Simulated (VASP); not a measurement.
## Input and output of a VASP PBE single-point calculation on SnO (strained zincblende)

INCAR

```
LCHARG = .FALSE.
GGA = PE
LWAVE = .FALSE.
SIGMA = 0.02
ISIF = 2
IBRION = -1
ISMEAR = -1
NELM = 120
ENCUT = 520
LASPH = .TRUE.
LREAL = .FALSE.
NBANDS = 17
NSW = 0
PREC = Accurate
EDIFF = 1E-7
```

KPOINTS

```
KPOINTS created by Atomic Simulation Environment
0
Gamma
8 8 8
0 0 0
```

KPOINTS_OPT

```
special points
7
Reciprocal
0.0000000000 0.0000000000 0.0000000000 1
-0.5000000000 -0.5000000000 0.0000000000 1
-0.3750000000 -0.3750000000 0.2500000000 1
-0.3750000000 0.0000000000 0.3750000000 1
0.0000000000 0.0000000000 0.5000000000 1
-0.5000000000 -0.2500000000 0.2500000000 1
-0.5000000000 -0.4000000000 0.1000000000 1
```

POSCAR

```
Sn O
 1.0000000000000000
     0.0000000000000000    2.6031359865999999    2.6031359865999999
     2.6031359865999999    0.0000000000000000    2.6031359865999999
     2.6031359865999999    2.6031359865999999    0.0000000000000000
 Sn  O
   1   1
Cartesian
  0.0000000000000000  0.0000000000000000  0.0000000000000000
  1.3015679933000002  1.3015679933000002  1.3015679933000002
```

VASP ran with the recommended PBE PAW datasets (20 valence electrons in the cell).

Command

```
mpirun -np 1 vasp_std
```

OSZICAR

```
N       E                     dE             d eps       ncg     rms          rms(c)
DAV:   1     0.148694419504E+03    0.14869E+03   -0.10245E+04  1027   0.175E+03
DAV:   2     0.161957824758E+01   -0.14707E+03   -0.13992E+03  1083   0.384E+02
DAV:   3    -0.119807703187E+02   -0.13600E+02   -0.13531E+02  1163   0.106E+02
DAV:   4    -0.122683544739E+02   -0.28758E+00   -0.28744E+00  1233   0.164E+01
DAV:   5    -0.122762590896E+02   -0.79046E-02   -0.79043E-02  1326   0.258E+00    0.867E+00
DAV:   6    -0.104918127029E+02    0.17844E+01   -0.12820E+01  1479   0.395E+01    0.477E+00
DAV:   7    -0.102730831514E+02    0.21873E+00   -0.17083E+00  1214   0.863E+00    0.140E+00
DAV:   8    -0.102582659439E+02    0.14817E-01   -0.14348E-01  1040   0.298E+00    0.303E-01
DAV:   9    -0.102577748060E+02    0.49114E-03   -0.81363E-03  1429   0.773E-01    0.127E-01
DAV:  10    -0.102580799389E+02   -0.30513E-03   -0.20009E-03  1303   0.445E-01    0.633E-02
DAV:  11    -0.102579749814E+02    0.10496E-03   -0.67686E-04  1491   0.237E-01    0.152E-02
DAV:  12    -0.102579749114E+02    0.70065E-07   -0.46456E-05  1076   0.505E-02    0.817E-03
DAV:  13    -0.102579745510E+02    0.36038E-06   -0.37650E-06  1095   0.135E-02    0.619E-04
DAV:  14    -0.102579745683E+02   -0.17350E-07   -0.87297E-08  1021   0.437E-03
   1 F= -.10257975E+02 E0= -.10257687E+02  d E =-.575156E-03
       N       E                     dE             ncg
DAV:   1     0.135707787953E+04   -0.48566E+04      248
DAV:   2     0.343291800815E+03   -0.10138E+04      286
DAV:   3     0.250785134225E+03   -0.92507E+02      276
DAV:   4     0.248756353200E+03   -0.20288E+01      296
DAV:   5     0.248702926723E+03   -0.53426E-01      319
DAV:   6     0.248701044639E+03   -0.18821E-02      321
DAV:   7     0.248700988285E+03   -0.56354E-04      313
DAV:   8     0.248700987947E+03   -0.33828E-06      312
DAV:   9     0.248700987942E+03   -0.44242E-08      231
```

From OUTCAR

```
k-points           NKPTS =     29   k-points in BZ     NKDIM =     29   number of bands    NBANDS=     17

   NELECT =      20.0000    total number of electrons

   dimension x,y,z NGX =    28 NGY =   28 NGZ =   28
   dimension x,y,z NGXF=    56 NGYF=   56 NGZF=   56

  energy-cutoff  :      520.00
  volume of cell :       35.28
      direct lattice vectors                 reciprocal lattice vectors
     0.000000000  2.603135987  2.603135987    -0.192076020  0.192076020  0.192076020
     2.603135987  0.000000000  2.603135987     0.192076020 -0.192076020  0.192076020
     2.603135987  2.603135987  0.000000000     0.192076020  0.192076020 -0.192076020

 k-points in reciprocal lattice and weights: KPOINTS created by Atomic Simulation Env
   0.00000000  0.00000000  0.00000000       0.002
   0.12500000  0.00000000  0.00000000       0.016
   0.25000000  0.00000000  0.00000000       0.016
   0.37500000  0.00000000  0.00000000       0.016
   0.50000000  0.00000000  0.00000000       0.008
   0.12500000  0.12500000  0.00000000       0.012
   0.25000000  0.12500000  0.00000000       0.047
   0.37500000  0.12500000  0.00000000       0.047
   ...

 E-fermi :   7.7737

 k-point     1 :       0.0000    0.0000    0.0000
  band No.  band energies     occupation
      1     -14.3853      2.00000
      2     -14.3853      2.00000
      3     -14.3853      2.00000
      4     -14.3032      2.00000
      5     -14.3032      2.00000
      6     -12.4410      2.00000
      7       1.1664      2.00000
      8       3.2377      2.00000
      9       3.2377      2.00000
     10       3.2377      2.00000
     11      12.4325      0.00000
     12      12.4325      0.00000
     13      12.4325      0.00000
     14      17.5681      0.00000
     15      19.3601      0.00000
     16      19.3601      0.00000
     17      19.3601      0.00000

 k-point     2 :       0.1250    0.0000    0.0000
  band No.  band energies     occupation
      1     -14.4317      2.00000
      2     -14.3780      2.00000
      3     -14.3780      2.00000
      4     -14.3029      2.00000
      5     -14.3029      2.00000
      6     -12.3070      2.00000
      7       0.6794      2.00000
      8       3.1607      2.00000
      9       3.1607      2.00000
     10       3.6903      2.00000
     11      11.5004      0.00000
     12      12.5181      0.00000
     13      12.5181      0.00000
     14      17.9365      0.00000
     15      18.7483      0.00000
     16      18.7483      0.00000
     17      19.2487      0.00000

 k-point     3 :       0.2500    0.0000    0.0000
  band No.  band energies     occupation
      1     -14.5309      2.00000
      2     -14.3656      2.00000
      3     -14.3656      2.00000
      4     -14.2970      2.00000
      5     -14.2970      2.00000
      6     -11.9816      2.00000
      7      -0.2046      2.00000
      8       2.9837      2.00000
      9       2.9837      2.00000
     10       4.4529      2.00000
     11      10.1608      0.00000
     12      12.6178      0.00000
     13      12.6178      0.00000
     14      16.9746      0.00000
     15      18.4106      0.00000
     16      18.4106      0.00000
     17      21.2362      0.00000

 k-point     4 :       0.3750    0.0000    0.0000
  band No.  band energies     occupation
      1     -14.6174      2.00000
      2     -14.3616      2.00000
      3     -14.3616      2.00000
      4     -14.2826      2.00000
      5     -14.2826      2.00000
      6     -11.6426      2.00000
      7      -0.9618      2.00000
      8       2.8175      2.00000
      9       2.8175      2.00000
     10       5.0095      2.00000
     11       9.3712      0.00000
     12      12.5726      0.00000
     13      12.5726      0.00000
     14      16.4798      0.00000
     15      18.8055      0.00000
     16      18.8056      0.00000
     17      21.4838      0.00000

 k-point     5 :       0.5000    0.0000    0.0000
  band No.  band energies     occupation
      1     -14.6505      2.00000
      2     -14.3619      2.00000
      3     -14.3619      2.00000
      4     -14.2746      2.00000
      5     -14.2746      2.00000
      6     -11.4960      2.00000
      7      -1.2634      2.00000
      8       2.7514      2.00000
      9       2.7514      2.00000
     10       5.1934      2.00000
     11       9.1499      0.00000
     12      12.5194      0.00000
     13      12.5194      0.00000
     14      16.3798      0.00000
     15      19.1754      0.00000
     16      19.1754      0.00000
     17      21.0999      0.00000

 k-point     6 :       0.1250    0.1250    0.0000
  band No.  band energies     occupation
      1     -14.4539      2.00000
      2     -14.3704      2.00000
      3     -14.3704      2.00000
      4     -14.3094      2.00000
      5     -14.2982      2.00000
      6     -12.2648      2.00000
      7       0.5986      2.00000
      8       3.0216      2.00000
      9       3.0216      2.00000
     10       3.9972      2.00000
     11      11.3112      0.00000
     12      12.4982      0.00000
     13      12.4982      0.00000
     14      16.7035      0.00000
     15      19.0260      0.00000
     16      20.2136      0.00000
     17      20.2136      0.00000

 k-point     7 :       0.2500    0.1250    0.0000
  band No.  band energies     occupation
      1     -14.5322      2.00000
      2     -14.3589      2.00000
      3     -14.3554      2.00000
      4     -14.3124      2.00000
      5     -14.2914      2.00000
      6     -12.0079      2.00000
      7      -0.0208      2.00000
      8       2.7945      2.00000
      9       2.8030      2.00000
     10       4.7153      2.00000
     11      10.2716      0.00000
     12      12.3869      0.00000
     13      12.6021      0.00000
     14      15.9680      0.00000
     15      19.0692      0.00000
     16      20.0509      0.00000
     17      21.2221      0.00000

 k-point     8 :       0.3750    0.1250    0.0000
  band No.  band energies     occupation
      1     -14.6128      2.00000
      2     -14.3568      2.00000
      3     -14.3488      2.00000
      4     -14.3025      2.00000
      5     -14.2794      2.00000
      6     -11.6749      2.00000
      7      -0.7181      2.00000
      8       2.4782      2.00000
      9       2.6382      2.00000
     10       5.4401      2.00000
     11       9.4628      0.00000
     12      11.9734      0.00000
     13      12.6465      0.00000
     14      16.2864      0.00000
     15      18.7137      0.00000
     16      19.8954      0.00000
     17      21.8931      0.00000

 k-point     9 :       0.5000    0.1250    0.0000
  band No.  band energies     occupation
      1     -14.6564      2.00000
      2     -14.3593      2.00000
      3     -14.3496      2.00000
      4     -14.2873      2.00000
      5     -14.2743      2.00000
      6     -11.4600      2.00000
      7      -1.1286      2.00000
      8       2.2123      2.00000
      9       2.6146      2.00000
     10       5.8468      2.00000
     11       9.1248      0.00000
     12      11.7025      0.00000
     13      12.6334      0.00000
     14      16.7310      0.00000
     15      18.8134      0.00000
     16      19.6455      0.00000
     17      21.8785      0.00000

 k-point    10 :      -0.3750    0.1250    0.0000
  band No.  band energies     occupation
      1     -14.6446      2.00000
      2     -14.3593      2.00000
      3     -14.3509      2.00000
      4     -14.2857      2.00000
      5     -14.2816      2.00000
      6     -11.5074      2.00000
      7      -1.0379      2.00000
      8       2.1477      2.00000
      9       2.7409      2.00000
     10       5.7676      2.00000
     11       9.2469      0.00000
     12      11.6034      0.00000
     13      12.6877      0.00000
     14      17.1242      0.00000
     15      18.6710      0.00000
     16      19.0646      0.00000
     17      22.1613      0.00000

 k-point    11 :      -0.2500    0.1250    0.0000
  band No.  band energies     occupation
      1     -14.5817      2.00000
      2     -14.3588      2.00000
      3     -14.3553      2.00000
      4     -14.3032      2.00000
      5     -14.2876      2.00000
      6     -11.7838      2.00000
      7      -0.5082      2.00000
      8       2.3487      2.00000
      9       2.9511      2.00000
     10       5.1981      2.00000
     11       9.8306      0.00000
     12      11.7374      0.00000
     13      12.7817      0.00000
     14      17.4118      0.00000
     15      17.7112      0.00000
     16      19.3813      0.00000
     17      21.9277      0.00000

 ...

  Total        2.6452375      2.6452375      2.6452375      0.0000000      0.0000000     -0.0000000
  in kB      120.1308889    120.1308889    120.1308889      0.0000000      0.0000000     -0.0000000
  external PRESSURE =     120.1308889 kB  Pullay stress =       0.0000000 kB

 POSITION                                       TOTAL-FORCE (eV/Angst)
 -----------------------------------------------------------------------------------
      0.00000      0.00000      0.00000         0.000000     -0.000000      0.000000
      1.30157      1.30157      1.30157        -0.000000      0.000000     -0.000000
 -----------------------------------------------------------------------------------
    total drift:                               -0.000001     -0.000001     -0.000001

  FREE ENERGIE OF THE ION-ELECTRON SYSTEM (eV)
  ---------------------------------------------------
  free  energy   TOTEN  =       -10.2579745683 eV

  energy  without entropy=      -10.2573994127  energy(sigma->0) =      -10.25768699
```

The gap between bands v and c is -0.19 eV (bands overlap: a metal). The least direct gap is 0.40 eV. The pressure is 12.0 GPa.

Band v is the last that the valence electrons fill when counted band by band, and c is the next.

The run took about 9.2 s on one core of a shared host (Intel Xeon 6975P-C) and held 0.17 GiB at most.
